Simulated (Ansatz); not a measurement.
Theory: DFT PBE, scalar-relativistic, plane waves, PAW in Ansatz 0.2.0. Settings: cutoff 420 eV, Γ-centred meshes spaced at most about 0.3 Å⁻¹, and about 0.25 Å⁻¹ or finer for metals (2π included), Gaussian smearing. No spin polarisation.

These are static total energies at zero pressure.

Two relaxed structures of NbP:

A.

```
Nb P
1.0
     3.31446    0.00000    0.00000
    -1.65723    2.87040    0.00000
     0.00000    0.00000    6.72273
Nb P
2 2
Direct
  0.00000 0.00000 0.00000
  0.00000 0.00000 0.50000
  0.33333 0.66667 0.25000
  0.66667 0.33333 0.75000
```

B.

```
Nb P
1.0
     3.32971    0.00000    0.00000
    -1.66485    2.88361    0.00000
     0.00000    0.00000    3.34172
Nb P
1 1
Direct
  0.00000 0.00000 0.50000
  0.66667 0.33333 0.00000
```

Question: Which form is favoured at zero pressure, and by what margin per atom?

Answer: B is lower, by 47 meV/atom. A has space group P6_3/mmc (No. 194), 16.0 Å³/atom and no gap on its mesh; B has the tungsten carbide type, space group P-6m2 (No. 187), 16.0 Å³/atom and no gap. Counting P atoms around Nb (those within 1.25 times the shortest such distance or 1.15 times the sum of covalent radii, 1.27 where that leaves under three), A and B both have Nb 6. Both come from invented guesses. Shaken at random and relaxed again, A came back. Shaken at random and relaxed again, B came back. The lowest form computed isn't among them: it has space group I4_1md (No. 109), 16.0 Å³/atom, is reached from a Materials Project cell and lies 12 meV/atom below the best shown. Checks on A: no imaginary mode at Γ (other wave vectors untested). Checks on B: no imaginary mode at Γ (other wave vectors untested).

Some candidate types were left out of the draw beforehand, so a known form may be missing.
